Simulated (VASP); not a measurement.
# InAs (Fm-3m) in VASP: further runs, part 2 of 2

VASP 6.6.1. The steps go on from the part before.

**3. Single point, PBE, spin-orbit coupling, no magnetisation**

The input, INCAR:

```
ALGO = Normal ; EDIFF = 1E-7
ENCUT = 280 ; GGA = PE
GGA_COMPAT = F ; ISIF = 2
ISMEAR = 0 ; LASPH = T
LCHARG = F ; LORBIT = 11
LREAL = F ; LSORBIT = T
LWAVE = F ; MAGMOM = 0 0 0 0 0 0
NBANDS = 34 ; NELM = 100
PREC = Accurate ; SIGMA = 0.02
```

The input, KPOINTS:

```
k-points
0
Gamma
  4 4 4
```

The input, POSCAR:

```
InAs
1.0
    0.0000000000      2.8773040000      2.8773040000
    2.8773040000      0.0000000000      2.8773040000
    2.8773040000      2.8773040000      0.0000000000
In As
1 1
Direct
    0.5000000000      0.5000000000      0.5000000000
    0.0000000000      0.0000000000      0.0000000000
```

Potentials or basis: VASP PAW PBE potentials, release 64 (In_d, As).

Command:

```sh
$ cat potpaw_PBE.64/In_d/POTCAR potpaw_PBE.64/As/POTCAR > POTCAR
$ mpirun -np 1 vasp_ncl > vasp.out
```

OUTCAR:

```text
EDIFF = 1E-7
   ENCUT = 280
   GGA = PE
   ISIF = 2
   ISMEAR = 0
   LASPH = T
   LORBIT = 11
   LREAL = F
   LSORBIT = T
   NELM = 100
   PREC = Accurate

 Found      8 irreducible k-points:

 Following reciprocal coordinates:
            Coordinates               Weight
  0.000000  0.000000  0.000000      1.000000
  0.250000  0.000000  0.000000      8.000000
  0.500000  0.000000  0.000000      4.000000
  0.250000  0.250000  0.000000      6.000000
  0.500000  0.250000  0.000000     24.000000
 -0.250000  0.250000  0.000000     12.000000
   k-points           NKPTS =      8   k-points in BZ     NKDIM =      8   number of bands    NBANDS=     34
   number of dos      NEDOS =    301   number of ions     NIONS =      2
   total plane-waves  NPLWV =  13824
   dimension x,y,z NGX =    24 NGY =   24 NGZ =   24
   dimension x,y,z NGXF=    48 NGYF=   48 NGZF=   48
   ions per type =               1   1
   NGX,Y,Z   is equivalent  to a cutoff of   9.81,  9.81,  9.81 a.u.
   NGXF,Y,Z  is equivalent  to a cutoff of  19.61, 19.61, 19.61 a.u.
 SYSTEM =  unknown system
   PREC   = accura    normal or accurate (medium, high low for compatibility)
   ISTART =      0    job   : 0-new  1-cont  2-samecut
   ICHARG =      2    charge: 1-file 2-atom 10-const
   ISPIN  =      1    spin polarized calculation?
[... 316 lines left out ...]
     0.0000000     0.0000000     0.0000000     0.0000000     0.0000000     0.0000000     0.0000000
     0.0000000     0.0000000     0.0000000     0.0000000     0.0000000     0.0000000     0.0000000
     0.0000000     0.0000000     0.0000000     0.0000000     0.0000000     0.0000000     0.0000000
     0.0000000     0.0000000     0.0000000     0.0000000     0.0000000     0.0000000     0.0000000

 Ion:    2  E_soc:     -0.0403676
 l=   1
     0.0000000    -0.0067308    -0.0067308
    -0.0067308     0.0000000    -0.0067308
    -0.0067308    -0.0067308     0.0000000
 l=   2
     0.0000000    -0.0000011     0.0000000    -0.0000011     0.0000039
    -0.0000011     0.0000000     0.0000030    -0.0000011     0.0000010
     0.0000000     0.0000030     0.0000000     0.0000030     0.0000000
    -0.0000011    -0.0000011     0.0000030     0.0000000     0.0000010
     0.0000039     0.0000010     0.0000000     0.0000010     0.0000000
 l=   3
     0.0000000     0.0000000     0.0000000     0.0000000     0.0000000     0.0000000     0.0000000
     0.0000000     0.0000000     0.0000000     0.0000000     0.0000000     0.0000000     0.0000000
     0.0000000     0.0000000     0.0000000     0.0000000     0.0000000     0.0000000     0.0000000
     0.0000000     0.0000000     0.0000000     0.0000000     0.0000000     0.0000000     0.0000000
     0.0000000     0.0000000     0.0000000     0.0000000     0.0000000     0.0000000     0.0000000
     0.0000000     0.0000000     0.0000000     0.0000000     0.0000000     0.0000000     0.0000000
     0.0000000     0.0000000     0.0000000     0.0000000     0.0000000     0.0000000     0.0000000

 total charge

# of ion       s       p       d       tot
------------------------------------------
    1        0.838   0.544   9.879  11.261
    2        1.243   1.507   0.018   2.768
--------------------------------------------------
tot          2.082   2.051   9.897  14.029

 magnetization (x)

# of ion       s       p       d       tot
------------------------------------------
    1        0.000   0.000   0.000   0.000
    2        0.000   0.000  -0.000   0.000
--------------------------------------------------
tot          0.000   0.000  -0.000   0.000

 magnetization (y)

# of ion       s       p       d       tot
------------------------------------------
    1        0.000   0.000   0.000   0.000
    2        0.000   0.000  -0.000   0.000
--------------------------------------------------
tot          0.000   0.000  -0.000   0.000

 magnetization (z)

# of ion       s       p       d       tot
------------------------------------------
    1       -0.000   0.000  -0.000  -0.000
    2        0.000   0.000  -0.000  -0.000
--------------------------------------------------
tot         -0.000   0.000  -0.000  -0.000
```

stdout:

```text
POSCAR found type information on POSCAR InAs
 POSCAR found :  2 types and       2 ions
 scaLAPACK will be used
 LDA part: xc-table for (Slater+PW92), standard interpolation
 POSCAR, INCAR and KPOINTS ok, starting setup
 FFT: planning ... GRIDC
 FFT: planning ... GRID_SOFT
 FFT: planning ... GRID
 WAVECAR not read
 entering main loop
```

Wall time 13 s (1 thread of AMD EPYC 9R45 (Zen 5), shared host); peak memory 0.16 GiB.

These settings aren't checked as converged: the numbers below hold their error.

What came out:

| Property | Result |
| --- | --- |
| Free energy | -7.0285 eV |
| Pressure | 0.5 GPa |
| Valence electrons inside the program's atomic spheres | In 11.26; As 2.77 |

Caveat: the k mesh is coarse (spacing up to 0.47 Å⁻¹), so the values aren't converged; the cutoff is under 1.25 times the usual one of these potentials, so pressure, stress and relaxed cells hold a basis-set (Pulay) error.

**4. Single point, PBE, spin-orbit coupling, no magnetisation**

Edit INCAR of step 3 so:

```diff
@@ -1,3 +1,3 @@
 ALGO = Normal ; EDIFF = 1E-7
-ENCUT = 280 ; GGA = PE
+ENCUT = 340 ; GGA = PE
 GGA_COMPAT = F ; ISIF = 2
```

KPOINTS is that of step 3.

POSCAR is that of step 3.

Command:

```sh
$ cat potpaw_PBE.64/In_d/POTCAR potpaw_PBE.64/As/POTCAR > POTCAR
$ mpirun -np 1 vasp_ncl > vasp.out
```

Run time: 13 s. Hardware: 1 thread of AMD EPYC 9R45 (Zen 5), shared host; peak memory 0.16 GiB.

These settings aren't checked as converged: the numbers below hold their error.

Results:

* Free energy: -7.0297 eV
* Pressure: 0.3 GPa
* Valence electrons inside the program's atomic spheres: In 11.27; As 2.77

Caveat: the k mesh is coarse (spacing up to 0.47 Å⁻¹), so the values aren't converged.

**5. Single point, PBE, spin-orbit coupling, no magnetisation**

Edit INCAR of step 4 so:

```diff
@@ -1,3 +1,3 @@
 ALGO = Normal ; EDIFF = 1E-7
-ENCUT = 340 ; GGA = PE
+ENCUT = 460 ; GGA = PE
 GGA_COMPAT = F ; ISIF = 2
```

KPOINTS is that of step 4.

POSCAR is that of step 4.

Command:

```sh
$ cat potpaw_PBE.64/In_d/POTCAR potpaw_PBE.64/As/POTCAR > POTCAR
$ mpirun -np 1 vasp_ncl > vasp.out
```

It took 19 s on 1 thread of AMD EPYC 9R45 (Zen 5), shared host; peak memory 0.21 GiB.

These settings aren't checked as converged: the numbers below hold their error.

What came out:

```yaml
Free_energy: -7.0321 eV
Pressure: 0.7 GPa
Valence_electrons_inside_the_program's_atomic_spheres: In 11.27; As 2.77
```

Caveat: the k mesh is coarse (spacing up to 0.47 Å⁻¹), so the values aren't converged.

**6. Single point, PBE, spin-orbit coupling, no magnetisation**

Edit INCAR of step 5 so:

```diff
@@ -1,3 +1,3 @@
 ALGO = Normal ; EDIFF = 1E-7
-ENCUT = 460 ; GGA = PE
+ENCUT = 340 ; GGA = PE
 GGA_COMPAT = F ; ISIF = 2
```

The input, KPOINTS:

```
k-points
0
Gamma
  5 5 5
```

POSCAR is that of step 5.

Potentials or basis: VASP PAW PBE potentials, release 64 (In_d, As).

Command:

```sh
$ cat potpaw_PBE.64/In_d/POTCAR potpaw_PBE.64/As/POTCAR > POTCAR
$ mpirun -np 1 vasp_ncl > vasp.out
```

OUTCAR:

```text
EDIFF = 1E-7
   ENCUT = 340
   GGA = PE
   ISIF = 2
   ISMEAR = 0
   LASPH = T
   LORBIT = 11
   LREAL = F
   LSORBIT = T
   NELM = 100
   PREC = Accurate

 Found     10 irreducible k-points:

 Following reciprocal coordinates:
            Coordinates               Weight
  0.000000  0.000000  0.000000      1.000000
  0.200000  0.000000  0.000000      8.000000
  0.400000  0.000000  0.000000      8.000000
  0.200000  0.200000  0.000000      6.000000
  0.400000  0.200000  0.000000     24.000000
 -0.400000  0.200000  0.000000     24.000000
   k-points           NKPTS =     10   k-points in BZ     NKDIM =     10   number of bands    NBANDS=     34
   number of dos      NEDOS =    301   number of ions     NIONS =      2
   total plane-waves  NPLWV =  13824
[... 344 lines left out ...]
     0.0000000     0.0000000     0.0000000     0.0000000     0.0000000     0.0000000     0.0000000
     0.0000000     0.0000000     0.0000000     0.0000000     0.0000000     0.0000000     0.0000000
     0.0000000     0.0000000     0.0000000     0.0000000     0.0000000     0.0000000     0.0000000
     0.0000000     0.0000000     0.0000000     0.0000000     0.0000000     0.0000000     0.0000000
     0.0000000     0.0000000     0.0000000     0.0000000     0.0000000     0.0000000     0.0000000
     0.0000000     0.0000000     0.0000000     0.0000000     0.0000000     0.0000000     0.0000000
     0.0000000     0.0000000     0.0000000     0.0000000     0.0000000     0.0000000     0.0000000

 total charge

# of ion       s       p       d       tot
------------------------------------------
    1        0.872   0.555   9.877  11.304
    2        1.262   1.452   0.022   2.736
--------------------------------------------------
tot          2.133   2.007   9.899  14.040

 magnetization (x)

# of ion       s       p       d       tot
------------------------------------------
    1        0.000   0.000   0.000   0.000
    2        0.000  -0.000   0.000  -0.000
--------------------------------------------------
tot          0.000  -0.000   0.000  -0.000

 magnetization (y)

# of ion       s       p       d       tot
------------------------------------------
    1        0.000   0.000  -0.000  -0.000
    2        0.000  -0.000   0.000  -0.000
--------------------------------------------------
tot          0.000  -0.000  -0.000  -0.000

 magnetization (z)

# of ion       s       p       d       tot
------------------------------------------
    1        0.000   0.000   0.000   0.000
    2        0.000   0.000   0.000   0.000
--------------------------------------------------
tot          0.000   0.000   0.000   0.000
```

OSZICAR:

```text
N       E                     dE             d eps       ncg     rms          rms(c)
DAV:   1     0.134341202130E+03    0.13434E+03   -0.62239E+03   688   0.925E+02
DAV:   2     0.593241761040E+01   -0.12841E+03   -0.12158E+03   714   0.280E+02
DAV:   3    -0.706552980233E+01   -0.12998E+02   -0.12739E+02   824   0.969E+01
DAV:   4    -0.751571640978E+01   -0.45019E+00   -0.44901E+00   784   0.183E+01
DAV:   5    -0.753426261563E+01   -0.18546E-01   -0.18542E-01  1078   0.340E+00    0.360E+00
DAV:   6    -0.735938348451E+01    0.17488E+00   -0.20222E-01   954   0.832E+00    0.193E+00
DAV:   7    -0.734842778053E+01    0.10956E-01   -0.94871E-02  1012   0.249E+00    0.664E-01
DAV:   8    -0.734849583011E+01   -0.68050E-04   -0.66463E-03   890   0.952E-01    0.396E-01
DAV:   9    -0.734872095737E+01   -0.22513E-03   -0.69195E-04   842   0.246E-01    0.828E-02
DAV:  10    -0.734875142525E+01   -0.30468E-04   -0.20631E-04   942   0.260E-01    0.392E-02
DAV:  11    -0.734876119374E+01   -0.97685E-05   -0.31032E-05   880   0.696E-02    0.130E-02
DAV:  12    -0.734876291091E+01   -0.17172E-05   -0.67497E-06   892   0.213E-02    0.734E-03
DAV:  13    -0.734876241859E+01    0.49232E-06   -0.61520E-07   836   0.688E-03    0.375E-03
DAV:  14    -0.734876241636E+01    0.22249E-08   -0.16063E-07   666   0.208E-03
   1 F= -.73487624E+01 E0= -.73485761E+01  d E =-.372635E-03  mag=     0.0000    -0.0000     0.0000
```

Run time: 14 s. Hardware: 1 thread of AMD EPYC 9R45 (Zen 5), shared host; peak memory 0.16 GiB.

The run converged, but some of its settings lie outside the range that counts as converged, so its numbers aren't taken as properties of the crystal.

Results:

```yaml
Free_energy: -7.3488 eV
Pressure: -0.2 GPa
Valence_electrons_inside_the_program's_atomic_spheres: In 11.30; As 2.74
```

Caveat: the k mesh is coarse (spacing up to 0.38 Å⁻¹), so the values aren't converged.

**7. The reference run**

An earlier run on the cell as given: functional PBE; potentials or basis VASP PAW PBE potentials, release 64 (In_d, As); cutoff 520 eV; k mesh 8 × 8 × 8; occupations fermi-dirac, width 0.05 eV; no spin polarisation.

- Pressure: 0.0 GPa
- Band gap on the k mesh: none (metal or under the smearing width)
